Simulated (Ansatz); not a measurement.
# Dielectric response of BeS (110) films

Aim: the electronic and static ε of zincblende BeS (110) from films of three thicknesses in a field.

Main program and level: Ansatz 0.2.0; plane-wave DFT, PBEsol, Ansatz PAW (set soft_1); PAW set soft_1, in the first sound run; inputs show where later runs differ.

## Step 1: Starting point

The cell holds 10 atoms: 5 Be and 5 S. Its edges and angles: a = 3.444 Å, b = 4.870 Å, c = 24.887 Å, α = 90.0°, β = 90.0°, γ = 90.0°. It derives from BeS (zincblende BeS). Vacuum lies along c.

Coordinates:

```cif
data_structure
_symmetry_space_group_name_H-M 'P 1'
_symmetry_Int_Tables_number 1
_cell_length_a 3.4436
_cell_length_b 4.8700
_cell_length_c 24.8872
_cell_angle_alpha 90.000
_cell_angle_beta 90.000
_cell_angle_gamma 90.000
_cell_volume 417.37
loop_
_atom_site_label
_atom_site_type_symbol
_atom_site_fract_x
_atom_site_fract_y
_atom_site_fract_z
_atom_site_occupancy
Be1 Be 0.50000 0.50000 0.36163 1
S2 S 0.00000 0.75000 0.36163 1
Be3 Be 0.00000 0.00000 0.43082 1
S4 S 0.50000 0.25000 0.43082 1
Be5 Be 0.50000 0.50000 0.50000 1
S6 S 0.00000 0.75000 0.50000 1
Be7 Be 0.00000 0.00000 0.56918 1
S8 S 0.50000 0.25000 0.56918 1
Be9 Be 0.50000 0.50000 0.63837 1
S10 S 0.00000 0.75000 0.63837 1
```

## Step 2: Relaxation, 10 atoms, units 5

The structure is relaxed first, because levels and dipoles at a surface follow the positions of the outer atoms.

Input file input.yaml:

```yaml
crystal:
  lattice:
    - [3.44361002, 0.0, 0.0]
    - [0.0, 4.87, 0.0]
    - [0.0, 0.0, 24.8872200488]
  atoms:
    - { symbol: Be, position: [0.5, 0.5, 0.3616313908] }
    - { symbol: S, position: [0.0, 0.75, 0.3616313908] }
    - { symbol: Be, position: [0.0, 0.0, 0.4308156954] }
    - { symbol: S, position: [0.5, 0.25, 0.4308156954] }
    - { symbol: Be, position: [0.5, 0.5, 0.5] }
    - { symbol: S, position: [0.0, 0.75, 0.5] }
    - { symbol: Be, position: [0.0, 0.0, 0.5691843046] }
    - { symbol: S, position: [0.5, 0.25, 0.5691843046] }
    - { symbol: Be, position: [0.5, 0.5, 0.6383686092] }
    - { symbol: S, position: [0.0, 0.75, 0.6383686092] }
kpoints:
  mp_grid: { grid: [8, 6, 1] }
hamiltonian:
  xc: pbesol
  pseudopotentials: { kind: paw, azcp: { folder: soft_1 }, xc_functional: pbe }
scf:
  occupations: { method: fixed }
  convergence: { dr2_threshold: 1.0e-09 }
efield:
  axis: 3
  dipole_correction: true
  ramp_position: 0.97
  ramp_width: 0.06
relax:
  f_tol: 0.003
  max_steps: 100
output:
  write_potential: true
  write_density: true
  volumetric_format: npy
```

Started as:

```bash
$ ansatz run input.yaml --threads 4 --pin off --max-ram 8192MiB --backend cpu --events-out ev --progress --plain --runs-dir out
```

Numbers of over 12 decimals in the logs are rounded to 6 here.

Output:

```text
Engine: ansatz 0.2.0, aarch64-unknown-linux-gnu
Pseudopotentials: kind: paw
Pseudopotential: Be, paw, valence charge 2, recommended cutoff 420 eV (normal), soft_1/Be.paw.azcp
Pseudopotential: S, paw, valence charge 6, recommended cutoff 420 eV (normal), soft_1/S.paw.azcp
Functional definition: PBEsol
  exchange = pbesol_x
  correlation = pbesol_c
Crystal: 10 atoms, lattice volume = 417.368 Å³
Basis set: ecut = 420 eV, 8097 PW (Γ), exchange–correlation on 48×72×360 points (8 copies of the dense FFT grid, shifted against one another)
Bands: 30, of which v1, the nominal top of the filled ones, is band 20 counted from 1 (19 counted from 0)
Symmetry: 2 space group operations
k-points: 20 of 48 (time reversal used)
Non-local potential: Be, projectors of the file, l = 0: 2, l = 1: 2, l = 2: 1
Non-local potential: S, projectors of the file, l = 0: 2, l = 1: 2, l = 2: 1
PAW form: soft (Blöchl's): semilocal exchange-correlation on the pseudo side does not see the compensation charge
PAW frozen core: Be, regenerated for the run's functional, and the local potential with it (the file was generated under x = pbe(κ = 0.804, μ = 0.219515), c = pbe(β = 0.066725))
PAW frozen core: S, regenerated for the run's functional, and the local potential with it (the file was generated under x = pbe(κ = 0.804, μ = 0.219515), c = pbe(β = 0.066725))
PAW one-centre angular grid: Be, 110 points (default); XC on 64 Gauss nodes
PAW one-centre angular grid: S, 110 points (default); XC on 64 Gauss nodes
Initial density: superposition of atomic densities (neutral atoms: chi_scale 0, normalization atom)
Initial wavefunctions: pseudopotential atomic-orbital guess
Functional: x = pbesol(κ = 0.804, μ = 0.123457), c = pbesol(β = 0.046)
SCF iter   1: F=—  HF=-4886.120302 eV  |F-HF|=—  |Δ(HF+E_count)|=         —  Δρ=2.79e-2  dr2=5.34e0  ethr=3.10e-3  p=0.000 e·Å  D=6.81e-15 V/Å  ΔV_dip=-0.00 eV  dr2_dipole=4.31e-12  V_vac-E_F(+/−)=8.17/8.17 eV  ⟨swp⟩=6.2  Hψ=3167  notcnv=0  defer=155
efield: sawtooth ramp at fractional position 0.9700 (set: `efield.ramp_position`, or a place that a band, a saddle search or an elastic batch's reference lends), width 0.0600; the density the first Hamiltonian is built on has a dipole p = 0.000 e·Å; the dipole correction subtracts the counter field D = 6.81e-15 V/Å, which shifts the + side's vacuum level by -0.00 eV against the − side's; the planar-averaged density in the ramp window peaks in size at 5.8e-9 e/Å³
preconditioner: auto → Resta (q_TF=auto, 1.846 Å⁻¹)  ε∞=2.1  [insulator: Δε(μ)=3.662 eV  Ē_g=10.984 eV  n_scr=42 (ndim 8)  ℏωp=11.5 eV  f_vac=0.560  ε∞_Penn≈2.1  vacuum switching on, ρ_ref=8.8e-3 e/Å³]
SCF iter   2: F=—  HF=-4884.639406 eV  |F-HF|=—  |Δ(HF+E_count)|=    1.48e0  Δρ=1.33e-2  dr2=8.11e-1  ethr=3.10e-3  p=-0.000 e·Å  D=-9.19e-7 V/Å  ΔV_dip=0.00 eV  dr2_dipole=5.59e-11  V_vac-E_F(+/−)=6.26/6.26 eV  ⟨swp⟩=3.3  Hψ=1191  notcnv=0  defer=160
density mixer auto → msr1: gapped (density of states about μ 0.01 of a free-electron gas's, 42 screened modes)
SCF iter   3: F=—  HF=-4884.473804 eV  |F-HF|=—  |Δ(HF+E_count)|=   1.66e-1  Δρ=3.70e-3  dr2=1.20e-1  ethr=2.03e-3  p=0.000 e·Å  D=1.66e-6 V/Å  ΔV_dip=-0.00 eV  dr2_dipole=3.21e-10  V_vac-E_F(+/−)=5.96/5.96 eV  ⟨swp⟩=3.0  Hψ=861  notcnv=0  defer=160
SCF iter   4: F=—  HF=-4884.464854 eV  |F-HF|=—  |Δ(HF+E_count)|=   8.95e-3  Δρ=9.60e-4  dr2=1.18e-2  ethr=2.99e-4  p=-0.000 e·Å  D=-3.55e-6 V/Å  ΔV_dip=0.00 eV  dr2_dipole=1.83e-10  V_vac-E_F(+/−)=5.55/5.55 eV  ⟨swp⟩=3.4  Hψ=1007  notcnv=0  defer=159
SCF iter   5: F=—  HF=-4884.464993 eV  |F-HF|=—  |Δ(HF+E_count)|=   1.39e-4  Δρ=4.03e-4  dr2=6.09e-4  ethr=2.94e-5  p=-0.000 e·Å  D=-7.03e-6 V/Å  ΔV_dip=0.00 eV  dr2_dipole=1.11e-9  V_vac-E_F(+/−)=5.60/5.60 eV  ⟨swp⟩=3.2  Hψ=931  notcnv=0  defer=160
SCF iter   6: F=—  HF=-4884.465600 eV  |F-HF|=—  |Δ(HF+E_count)|=   6.07e-4  Δρ=1.08e-4  dr2=5.95e-5  ethr=1.52e-6  p=0.000 e·Å  D=8.47e-6 V/Å  ΔV_dip=-0.00 eV  dr2_dipole=2.97e-9  V_vac-E_F(+/−)=5.58/5.58 eV  ⟨swp⟩=2.1  Hψ=917  notcnv=0  defer=160
SCF iter   7: F=—  HF=-4884.465629 eV  |F-HF|=—  |Δ(HF+E_count)|=   2.89e-5  Δρ=2.00e-5  dr2=1.78e-6  ethr=1.49e-7  p=-0.000 e·Å  D=-7.84e-6 V/Å  ΔV_dip=0.00 eV  dr2_dipole=2.37e-9  V_vac-E_F(+/−)=5.58/5.58 eV  ⟨swp⟩=2.0  Hψ=852  notcnv=0  defer=159
SCF iter   8: F=—  HF=-4884.465658 eV  |F-HF|=—  |Δ(HF+E_count)|=   2.89e-5  Δρ=5.53e-6  dr2=1.82e-7  ethr=4.45e-9  p=0.000 e·Å  D=9.94e-6 V/Å  ΔV_dip=-0.00 eV  dr2_dipole=4.09e-9  V_vac-E_F(+/−)=5.57/5.57 eV  ⟨swp⟩=2.2  Hψ=1024  notcnv=0  defer=155
SCF iter   9: F=—  HF=-4884.465658 eV  |F-HF|=—  |Δ(HF+E_count)|=   1.51e-7  Δρ=1.68e-6  dr2=3.41e-8  ethr=4.54e-10  p=-0.000 e·Å  D=-1.44e-5 V/Å  ΔV_dip=0.00 eV  dr2_dipole=8.42e-9  V_vac-E_F(+/−)=5.57/5.57 eV  ⟨swp⟩=2.0  Hψ=845  notcnv=0  defer=155
SCF iter  10: F=—  HF=-4884.465658 eV  |F-HF|=—  |Δ(HF+E_count)|=   3.71e-9  Δρ=6.91e-7  dr2=1.08e-8  ethr=8.53e-11  p=0.000 e·Å  D=9.94e-6 V/Å  ΔV_dip=-0.00 eV  dr2_dipole=4.17e-9  V_vac-E_F(+/−)=5.57/5.57 eV  ⟨swp⟩=2.1  Hψ=861  notcnv=0  defer=155
SCF iter  11: F=-4884.465658 eV  HF=-4884.465658 eV  |F-HF|=2.66e-10  |Δ(HF+E_count)|=  5.93e-10  Δρ=2.33e-7  dr2=3.15e-10  ethr=2.50e-12  p=-0.000 e·Å  D=-8.65e-9 V/Å  ΔV_dip=0.00 eV  dr2_dipole=4.24e-14  V_vac-E_F(+/−)=5.57/5.57 eV  ⟨swp⟩=8.3  Hψ=4061  notcnv=0
SCF 1 converged in 11 iterations: F = -4884.465658 eV  dr2 = 3.15e-10
  greatest PAW one-centre occupation: 0.843 electrons in one spin orbital (limit 2), on the S atom at site 1 (counted from 0), in its partial waves of l = 0
relax step   1: F+E_penalty+E_count = -4884.46565816 eV  Δ(F+E_penalty+E_count) = +0.000e0 eV  max|allowed force component| = 1.680e0 eV/Å  Δτ_max = 0.0000 Å  (11 SCF iters, accepted)
Initial density: handed on by an earlier stage of this run
Initial wavefunctions: those handed on with the density
iter 1 solved again at ethr=1.97e-4 eV; its pass at ethr=3.10e-3 eV (dr2=7.90e-2 eV) is discarded
SCF iter   1: F=—  HF=-4885.184725 eV  |F-HF|=—  |Δ(HF+E_count)|=         —  Δρ=4.23e-3  dr2=7.84e-2  ethr=1.97e-4  p=-0.000 e·Å  D=-8.65e-9 V/Å  ΔV_dip=0.00 eV  dr2_dipole=9.23e-11  V_vac-E_F(+/−)=5.66/5.66 eV  ⟨swp⟩=1.4  Hψ=3328  notcnv=0  defer=159
[...]
relax step   3: F+E_penalty+E_count = -4885.57851842 eV  Δ(F+E_penalty+E_count) = -3.189e-1 eV  max|allowed force component| = 2.901e-1 eV/Å  Δτ_max = 0.1983 Å  (10 SCF iters, accepted)
[...]
relax step   4: F+E_penalty+E_count = -4885.61392644 eV  Δ(F+E_penalty+E_count) = -3.541e-2 eV  max|allowed force component| = 4.382e-2 eV/Å  Δτ_max = 0.1020 Å  (9 SCF iters, accepted)
[...]
relax step   5: F+E_penalty+E_count = -4885.61465604 eV  Δ(F+E_penalty+E_count) = -7.296e-4 eV  max|allowed force component| = 2.588e-2 eV/Å  Δτ_max = 0.0106 Å  (8 SCF iters, accepted)
SCF iter   1: F=—  HF=-4885.614862 eV  |F-HF|=—  |Δ(HF+E_count)|=         —  Δρ=1.79e-4  dr2=1.25e-4  ethr=4.02e-6  p=-0.000 e·Å  D=-3.48e-7 V/Å  ΔV_dip=0.00 eV  dr2_dipole=5.67e-12  V_vac-E_F(+/−)=6.55/6.55 eV  ⟨swp⟩=3.4  Hψ=1606  notcnv=0  defer=159
efield: sawtooth ramp at fractional position 0.9700 (set: `efield.ramp_position`, or a place that a band, a saddle search or an elastic batch's reference lends), width 0.0600; the density the first Hamiltonian is built on has a dipole p = -0.000 e·Å; the dipole correction subtracts the counter field D = -3.48e-7 V/Å, which shifts the + side's vacuum level by +0.00 eV against the − side's; the planar-averaged density in the ramp window peaks in size at 1.1e-8 e/Å³
preconditioner: auto → Resta (q_TF=auto, 1.846 Å⁻¹)  ε∞=2.2  [insulator: Δε(μ)=2.556 eV  Ē_g=10.645 eV  n_scr=42 (ndim 8)  ℏωp=11.5 eV  f_vac=0.590  ε∞_Penn≈2.2  vacuum switching on, ρ_ref=8.2e-3 e/Å³]
SCF iter   2: F=—  HF=-4885.614838 eV  |F-HF|=—  |Δ(HF+E_count)|=   2.31e-5  Δρ=8.53e-5  dr2=2.31e-5  ethr=3.14e-7  p=0.000 e·Å  D=1.69e-7 V/Å  ΔV_dip=-0.00 eV  dr2_dipole=9.09e-13  V_vac-E_F(+/−)=6.54/6.54 eV  ⟨swp⟩=2.5  Hψ=1109  notcnv=0  defer=159  κ⁻¹=1.0e0(r=1)
density mixer auto → broyden: gapped, where msr1 would fit the directions that read negative (density of states about μ 0.01 of a free-electron gas's, 42 screened modes)
SCF iter   3: F=—  HF=-4885.614837 eV  |F-HF|=—  |Δ(HF+E_count)|=   1.12e-6  Δρ=3.81e-5  dr2=4.32e-6  ethr=5.77e-8  p=-0.000 e·Å  D=-8.08e-8 V/Å  ΔV_dip=0.00 eV  dr2_dipole=3.82e-13  V_vac-E_F(+/−)=6.55/6.55 eV  ⟨swp⟩=2.4  Hψ=824  notcnv=0  defer=93  κ⁻¹=1.5e-1(r=2)
SCF iter   4: F=—  HF=-4885.614836 eV  |F-HF|=—  |Δ(HF+E_count)|=   1.09e-6  Δρ=8.01e-6  dr2=2.74e-7  ethr=1.08e-8  p=0.000 e·Å  D=5.05e-8 V/Å  ΔV_dip=-0.00 eV  dr2_dipole=4.41e-14  V_vac-E_F(+/−)=6.55/6.55 eV  ⟨swp⟩=2.1  Hψ=922  notcnv=0  defer=81  κ⁻¹=1.3e-2(r=3)
SCF iter   5: F=—  HF=-4885.614859 eV  |F-HF|=—  |Δ(HF+E_count)|=   2.31e-5  Δρ=2.34e-6  dr2=2.44e-8  ethr=6.86e-10  p=-0.000 e·Å  D=-1.23e-9 V/Å  ΔV_dip=0.00 eV  dr2_dipole=1.90e-15  V_vac-E_F(+/−)=6.55/6.55 eV  ⟨swp⟩=2.1  Hψ=905  notcnv=0  defer=80  κ⁻¹=7.9e-4(r=4)
SCF iter   6: F=—  HF=-4885.614859 eV  |F-HF|=—  |Δ(HF+E_count)|=   1.40e-8  Δρ=8.21e-7  dr2=2.32e-9  ethr=6.10e-11  p=0.000 e·Å  D=9.47e-9 V/Å  ΔV_dip=-0.00 eV  dr2_dipole=3.28e-19  V_vac-E_F(+/−)=6.55/6.55 eV  ⟨swp⟩=2.7  Hψ=931  notcnv=0  defer=80  κ⁻¹=4.5e-5(r=5)
SCF iter   7: F=-4885.614859 eV  HF=-4885.614859 eV  |F-HF|=2.64e-10  |Δ(HF+E_count)|=   2.28e-9  Δρ=2.02e-7  dr2=1.60e-10  ethr=2.50e-12  p=0.000 e·Å  D=1.05e-8 V/Å  ΔV_dip=-0.00 eV  dr2_dipole=8.32e-16  V_vac-E_F(+/−)=6.55/6.55 eV  ⟨swp⟩=8.7  Hψ=3467  notcnv=0
SCF 6 converged in 7 iterations: F = -4885.614859 eV  dr2 = 1.60e-10
relax step   6: F+E_penalty+E_count = -4885.61485940 eV  Δ(F+E_penalty+E_count) = -2.034e-4 eV  max|allowed force component| = 2.457e-3 eV/Å  Δτ_max = 0.0040 Å  (7 SCF iters, accepted)
NSCF: frozen V_eff on 20 k-points
the band table was solved once a step of the walk had ended and its energy, with any forces and stress, was formed, with the checks that follow a solve (4955 applications of the Hamiltonian). They found nothing against the state; the energy, forces and stress were not computed again (output.eigenvalues in the input reference)
WARN: The output density's exchange-correlation potential varies sharply where the density is thin. Do not read a vacuum level from v_tot or v_xc, or from such a field of the output density. On a cell that repeats whose density bears no net charge and no dipole along the vacuum's axis use v_es (v_loc + v_h of the components); under efield.dipole_correction with no amplitude use v_es + v_field, which holds any externa [...]
SCF converged after 7 iterations
Stability not checked: this state was not tested for a lower state beside it, because the mixer in use, unlike msr1, does not test its closes by its own steps (another_mixer; see scf.mixing.algorithm and scf.lower_state_search)
Free energy (F): -4885.614859 eV
Harris-Foulkes:  -4885.614859 eV  (|F-HF|=2.64e-10)
Internal energy: -4885.614859 eV  (E = F + TS)
E sigma→0 (E₀):  -4885.614859 eV
Fermi energy:    -2.555698 eV
Dipole field:    D = 0.000000 V/Å  (p = 0.000000 e·Å, saw-weighted, corrected)
Work function:   Φ+ = 6.5491 eV   Φ− = 6.5491 eV
Levels:          The Fermi level and band energies are counted from a zero that moves with the ramp; work functions are not
--- Per-component energies (eV) ---
  E_band       = -293.401265
  E_kinetic    = 630.658058
  E_local      = -16227.591286  (includes V_loc(G=0)·N_el)
  E_nonlocal   = 192.154376
  E_hartree    = 7841.246254
  E_xc         = -540.469829
  E_vxc        = -515.496472  (∫ρ·V_xc dr)
  E_paw        = -3244.348686  (= ΣΔE_a)
  E_vpaw       = -55.618775  (= ΣTr[D̂ρ^β])
  E_aug_tail   = -0.000003  (compensation charges beyond the density's cutoff)
  E_efield     = 0.000000  (sawtooth field / dipole correction)
  E_vefield    = 0.000000  (∫n·V_field dr)
  E_ewald      = 6462.378852
  E_core_change = 0.357403  (= ΣΔE_core)
  E_smearing   = -0.000000  (= −TS)
  E_closure    = 0.000000  (closes the sum)
  Σ components = -4885.614859   (vs F -4885.614859, Δ=0.00e0)
--- Forces (eV/Å), atoms counted from 1 ---
  atom   1  Be     0.00000000    -0.00172271     0.00055062
  atom   2  S     -0.00000000     0.00218813    -0.00001503
  atom   3  Be    -0.00000000     0.00067596    -0.00030460
  atom   4  S      0.00000000     0.00024708     0.00076733
  atom   5  Be    -0.00000000    -0.00245758    -0.00000080
  atom   6  S      0.00000000    -0.00032201     0.00000069
  atom   7  Be    -0.00000000     0.00067490     0.00030426
  atom   8  S      0.00000000     0.00024633    -0.00076645
  atom   9  Be     0.00000000    -0.00172197    -0.00055051
  atom  10  S     -0.00000000     0.00218754     0.00001446
  max |Σ_I F_I| component: 4.33e-6 eV/Å
--- Band table (eV; the first three rows and the last of 20) ---
  k-point 0: bands = [... 16 lower, -2.9138, -2.8655, -2.6996, -2.5557, 0.8726, 2.0979, 2.2035, 2.6839, ... 6 higher]
  k-point 1: bands = [... 16 lower, -3.0283, -2.9652, -2.7964, -2.7114, 1.0521, 2.2168, 2.3473, 2.6286, ... 6 higher]
  k-point 2: bands = [... 16 lower, -3.3463, -3.3290, -3.1549, -2.7238, 1.4925, 2.4324, 2.4335, 2.8456, ... 6 higher]
  k-point 19: bands = [... 16 lower, -3.9190, -3.8989, -3.1475, -2.9044, 1.5524, 1.9724, 3.3835, 3.4604, ... 6 higher]
--- Relaxed structure (6 steps of the walk, 6 accepted, 0 SCFs on fresh bases) ---
  F+E_penalty+E_count = -4885.61485940 eV   max|allowed force component| = 2.457e-3 eV/Å
  atoms:
    - { symbol: Be, position: [0.5, 0.552743, 0.378782] }
    - { symbol: S, position: [-1.8101880815099558e-18, 0.745440, 0.359375] }
    - { symbol: Be, position: [-1.2716224054135745e-18, -0.016963, 0.429231] }
    - { symbol: S, position: [0.5, 0.232312, 0.431304] }
    - { symbol: Be, position: [0.5, 0.485295, 0.500000] }
    - { symbol: S, position: [0, 0.737639, 0.500000] }
    - { symbol: Be, position: [1.2716217309504544e-18, -0.016962, 0.570769] }
    - { symbol: S, position: [0.5, 0.232312, 0.568696] }
    - { symbol: Be, position: [0.5, 0.552743, 0.621218] }
    - { symbol: S, position: [1.8101894868191338e-18, 0.745440, 0.640625] }
```

Run time: 27 s. Hardware: 4 threads of Arm Neoverse V2, shared host; peak memory 0.75 GiB.

Step by step:

```tsv
step	energy less that of the first step (eV)	largest force component (eV/Å)
1	0.0000	1.6799
2	-0.7940	0.9036
3	-1.1129	0.2901
4	-1.1483	0.0438
5	-1.1490	0.0259
6	-1.1492	0.0025
```

Forces are held to the 2 operations that the run works with; a distortion that breaks them can't arise in this run.

The atoms that moved most (Å):

```tsv
atom	dx	dy	dz	length
Be9	0.000	0.257	-0.427	0.498
Be1	0.000	0.257	0.427	0.498
Be3	0.000	-0.083	-0.039	0.092
Be7	0.000	-0.083	0.039	0.092
S4	0.000	-0.086	0.012	0.087
S8	0.000	-0.086	-0.012	0.087
Be5	0.000	-0.072	0.000	0.072
S2	0.000	-0.022	-0.056	0.060
```

This step gave:

```
gap on the k-mesh             : 2.558 eV
dipole along the normal       : 8.61e-8 e·Å
ionisation energy, upper face : 6.549 eV
electron affinity, upper face : 3.991 eV
```

Running mean over 1.722 Å of the planar mean; the ramp of the sawtooth is left out. Electron's electrostatic potential energy less the highest filled level against z:

```tsv
z (Å)	electron's electrostatic potential energy less the highest filled level (eV)
4	6.55
5	6.55
6	6.54
7	6.35
8	3.50
9	-1.65
10	-3.43
11	-2.93
12	-2.69
13	-2.69
14	-3.00
15	-3.32
16	-1.29
17	4.09
18	6.41
19	6.54
20	6.55
21	6.55
```

The relaxation took 6 steps and lowered the energy by 1.1 eV; the largest force on the free atoms ends at 0.0025 eV/Å.

The gap is 2.56 eV, with the valence edge 6.55 eV and the conduction edge 3.99 eV under the upper vacuum level.

## Step 3: The relaxed film, single point, 10 atoms, units 5

The film was relaxed beforehand; a single point on the relaxed positions gives its levels and potential.

input.yaml, the sections that differ from step 2:

```yaml
crystal:
  lattice:
    - [3.44361002, 0.0, 0.0]
    - [0.0, 4.87, 0.0]
    - [0.0, 0.0, 24.8872200488]
  atoms:
    - { symbol: Be, position: [0.5, 0.5527433998, 0.3787817926] }
    - { symbol: S, position: [0.0, 0.7454396084, 0.3593753287] }
    - { symbol: Be, position: [0.0, -0.0169625205, 0.4292308551] }
    - { symbol: S, position: [0.5, 0.2323123172, 0.4313043791] }
    - { symbol: Be, position: [0.5, 0.4852950975, 0.5000000005] }
    - { symbol: S, position: [0.0, 0.7376390895, 0.4999999989] }
    - { symbol: Be, position: [0.0, -0.0169624653, 0.5707691441] }
    - { symbol: S, position: [0.5, 0.2323123654, 0.5686956191] }
    - { symbol: Be, position: [0.5, 0.5527434391, 0.6212182089] }
    - { symbol: S, position: [0.0, 0.7454396688, 0.640624673] }
output:
  eigenvalues: true
  write_potential: true
  write_density: true
  volumetric_format: npy
# kpoints, hamiltonian, scf, efield: as in step 2
# relax: removed
```

Output:

```text
[...]
Crystal: 10 atoms, lattice volume = 417.368 Å³
Basis set: ecut = 420 eV, 8097 PW (Γ)
Bands: 30, of which v1, the nominal top of the filled ones, is band 20 counted from 1 (19 counted from 0)
Symmetry: 2 space group operations
k-points: 20 of 48 (time reversal used)
[...]
SCF iter   1: F=—  HF=-4886.865960 eV  |F-HF|=—  |Δ(HF+E_count)|=         —  Δρ=2.74e-2  dr2=3.90e0  ethr=3.10e-3  p=-0.000 e·Å  D=-1.52e-14 V/Å  ΔV_dip=0.00 eV  dr2_dipole=1.56e-13  V_vac-E_F(+/−)=8.39/8.39 eV  ⟨swp⟩=7.1  Hψ=3465  notcnv=0  defer=151
[...]
SCF iter  11: F=-4885.615006 eV  HF=-4885.615006 eV  |F-HF|=1.06e-10  |Δ(HF+E_count)|=  1.27e-11  Δρ=2.17e-7  dr2=4.25e-10  ethr=2.50e-12  p=-0.000 e·Å  D=-1.43e-6 V/Å  ΔV_dip=0.00 eV  dr2_dipole=8.89e-11  V_vac-E_F(+/−)=6.55/6.55 eV  ⟨swp⟩=21.1  Hψ=5088  notcnv=0
SCF 1 converged in 11 iterations: F = -4885.615006 eV  dr2 = 4.25e-10
[...]
SCF converged after 11 iterations
Free energy (F): -4885.615006 eV
[...]
Internal energy: -4885.615006 eV  (E = F + TS)
E sigma→0 (E₀):  -4885.615006 eV
Fermi energy:    -2.555688 eV
Dipole field:    D = 0.000007 V/Å  (p = 0.000017 e·Å, saw-weighted, corrected)
Work function:   Φ+ = 6.5490 eV   Φ− = 6.5492 eV
[...]
--- Band table (eV; the first three rows and the last of 20) ---
  k-point 0: bands = [... 16 lower, -2.9138, -2.8655, -2.6996, -2.5557, 0.8726, 2.0979, 2.2035, 2.6839, ... 6 higher]
  k-point 1: bands = [... 16 lower, -3.0283, -2.9653, -2.7964, -2.7114, 1.0521, 2.2168, 2.3473, 2.6286, ... 6 higher]
  k-point 2: bands = [... 16 lower, -3.3463, -3.3290, -3.1549, -2.7238, 1.4925, 2.4324, 2.4335, 2.8456, ... 6 higher]
  k-point 19: bands = [... 16 lower, -3.9190, -3.8989, -3.1475, -2.9044, 1.5524, 1.9724, 3.3835, 3.4604, ... 6 higher]
```

It took 8.6 s on 4 threads; peak memory 0.78 GiB.

This step gave:

```yaml
dipole_along_the_normal: 1.70e-5 e·Å
```

Running mean over 1.722 Å of the planar mean; the ramp of the sawtooth is left out. Electron's electrostatic potential energy less the highest filled level against z:

```tsv
z (Å)	electron's electrostatic potential energy less the highest filled level (eV)
3.5	6.55
4.0	6.55
4.5	6.55
5.0	6.55
5.5	6.55
6.0	6.54
6.5	6.51
7.0	6.35
7.5	5.61
8.0	3.50
8.5	0.543
9.0	-1.65
9.5	-2.68
10.0	-3.43
10.5	-3.34
11.0	-2.93
11.5	-2.73
12.0	-2.69
12.5	-2.68
13.0	-2.69
13.5	-2.76
14.0	-3.00
14.5	-3.42
15.0	-3.32
15.5	-2.46
16.0	-1.29
16.5	1.22
17.0	4.09
17.5	5.88
18.0	6.41
18.5	6.52
19.0	6.54
19.5	6.55
20.0	6.55
20.5	6.55
21.0	6.55
21.5	6.55
```

The gap is 2.56 eV, with the valence edge 6.55 eV and the conduction edge 3.99 eV under the upper vacuum level.

[end of part 1 of 4]

[Logs are printed without paths, hosts, clocks, repeated set-up lines and the standing remarks that a program may print on its own settings, such as how far it seeks lower states.]

[Hosts, paths, dates, database ids (printed as entryN), source tags and the programs' standing remarks are cut or masked in the printed files.]

[Maps of the electrostatic potential energy from Ansatz leave out the sawtooth potential of an applied field or a dipole correction, so their vacuum need not be flat; planar profiles and work functions include it.]
